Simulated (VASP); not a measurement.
Input of a VASP 6.6.1 run:

Contents of INCAR:

```
SYSTEM = NbP
PREC     = Accurate       ! precision mode
ENCUT    = 520            ! plane-wave cutoff, eV
EDIFF    = 1E-6           ! SCF threshold, eV
ISMEAR   = 0              ! smearing method
SIGMA    = 0.1            ! smearing width, eV
LREAL    = .FALSE.        ! projectors in reciprocal space
LASPH    = .TRUE.         ! aspherical terms in the spheres
NELM     = 80             ! most SCF steps
ALGO     = Normal         ! electronic algorithm
ISIF     = 2              ! what is computed and relaxed
LWAVE    = .FALSE.        ! write WAVECAR
LCHARG   = .FALSE.        ! write CHGCAR
GGA      = PE             ! functional
NBANDS   = 26             ! bands
```

KPOINTS

```
Automatic mesh
0
G
  4 4 3
  0 0 0
```

Contents of POSCAR:

```
NbP
1.0
   -0.0249810000      3.4003030000     -0.0028610000
    3.4296190000     -0.0249810000     -0.0093040000
    1.7182400000      1.6925560000     -5.8635530000
Nb P
2 2
Direct
   -0.0034410086      0.0593487410      0.0041818781
    0.7774871600      0.2650666842      0.4744183994
    0.4999611924      0.5284464229      1.0009367947
    0.2405883928      0.7526549897      0.5084739533
```

Potentials or basis: VASP PAW PBE potentials, release 64 (Nb_sv, P).

Command:

```bash
$ cat potpaw_PBE.64/Nb_sv/POTCAR potpaw_PBE.64/P/POTCAR > POTCAR
$ mpirun -np 1 vasp_std > vasp.out
```

(1) Predict the largest force.

(2) What does it give for the band gap on the k mesh?

Results:

(1) 1.967 eV/Å.

(2) none (metal or under the smearing width).

Caveat: the k mesh is coarse (spacing up to 0.48 Å⁻¹), so the values aren't converged; forces of over 1 eV/Å show positions far from the minimum, so gaps and moduli don't describe the material at rest.
